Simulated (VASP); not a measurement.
Bi:

```
CELL_PARAMETERS angstrom
-1.98143 1.98143 1.98143
1.98143 -1.98143 1.98143
1.98143 1.98143 -1.98143
ATOMIC_POSITIONS crystal
Bi 0.00000 0.00000 0.00000
```

This isn't the form of Bi at room conditions, which is rhombohedral.

| Item | Value |
| --- | --- |
| Program | VASP 6.6.1 |
| Task | relaxation of cell and atoms |
| Functional | LDA |
| Potentials or basis | VASP PAW LDA potentials, release 64 (Bi_d) |
| Cutoff | 600 eV |
| k mesh | 14 × 14 × 14 |
| Occupations | methfessel-paxton, width 0.1 eV |
| Spin | no spin polarisation |

At the start: pressure -3.3 GPa; volume 31.12 Å³/atom.

Task: How do energy, volume and symmetry change on relaxing?

Result: Over 3 steps the energy falls by 19.8 meV/atom and the volume is 29.30 Å³/atom (-5.9 %); space group Im-3m (No. 229, to 0.05 Å).

The path:
```tsv
step	energy change (eV)	largest force (eV/Å)	pressure (GPa)	volume (Å³)
1	0.0000	0.0000	-3.30	31.12
2	-0.0131	0.0000	2.28	28.32
3	-0.0198	0.0000	0.01	29.30
```

Final structure:
```
CELL_PARAMETERS angstrom
-1.94199 1.94199 1.94199
1.94199 -1.94199 1.94199
1.94199 1.94199 -1.94199
ATOMIC_POSITIONS crystal
Bi 0.00000 0.00000 0.00000
```
